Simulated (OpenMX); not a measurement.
P:

```
P
1.0
     1.64774   -5.46504    0.00000
     1.64774    5.46504    0.00000
     0.00000    0.00000    4.54364
P
4
Direct
  0.90414 0.09586 0.58882
  0.09586 0.90414 0.41118
  0.59586 0.40414 0.08882
  0.40414 0.59586 0.91118
```

Base run:

- Program: OpenMX 3.8.5
- Functional: PBE
- Potentials or basis: OpenMX 2013 PBE set, P7.0-s2p2d1, grid cutoff 300 Ry
- k mesh: 9 × 9 × 7
- Occupations: fermi-dirac, width 0.05 eV
- Spin: no spin polarisation

Its results: band gap on the k mesh 0.25 eV, direct; pressure 5.3 GPa; largest force 1.106 eV/Å.

The run is repeated on the same cell with these changes: potentials or basis from OpenMX 2013 PBE set, P7.0-s2p2d1, grid cutoff 300 Ry to OpenMX 2013 PBE set, P7.0-s3p2d2f1, grid cutoff 300 Ry. What comes out?

Band gap on the k mesh 0.23 eV, direct; pressure 3.0 GPa; largest force 0.595 eV/Å.

Caveats: the mesh misses the band edges, which the band path finds closer together; the basis of atomic orbitals isn't converged, which shifts pressures, moduli and gaps; forces of over 1 eV/Å show positions far from the minimum, so gaps and moduli don't describe the material at rest (some runs).
